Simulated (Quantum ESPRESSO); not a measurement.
The system is GaSb.

```
CELL_PARAMETERS angstrom
0.00000 3.05900 3.05900
3.05900 0.00000 3.05900
3.05900 3.05900 0.00000
ATOMIC_POSITIONS crystal
Sb 0.75000 0.75000 0.75000
Ga 0.00000 0.00000 0.00000
```

```yaml
Program: Quantum ESPRESSO 7.5
Task: phonons
Functional: RPBE
Potentials_or_basis: PseudoDojo 0.4.1 SR PBE standard
Cutoff: 1088 eV
Density_cutoff: 4354 eV
k_mesh: 8 × 8 × 8
Occupations: methfessel-paxton, width 0.272 eV
Spin: no spin polarisation
Mixing_beta: 0.5
Most_SCF_iterations: 120
SCF_threshold: 4e-10 Ry
```

The cell and the atoms were relaxed first, to 30.87 Å³/atom (a = 4.437 Å, b = 4.437 Å, c = 4.437 Å, α = 60.00°, β = 60.00°, γ = 60.00°), and the response was taken there.

**Question.** Where do the zone-centre optical modes lie?

**Answer.** T2 at 202 cm⁻¹ (IR and Raman).

Optical modes at Γ, degenerate ones joined:
| cm⁻¹ | components | symmetry | active in |
| --- | --- | --- | --- |
| 202 | 3 | T2 | IR and Raman |

Caveat: the potentials were made for another functional, which shifts forces and pressure.
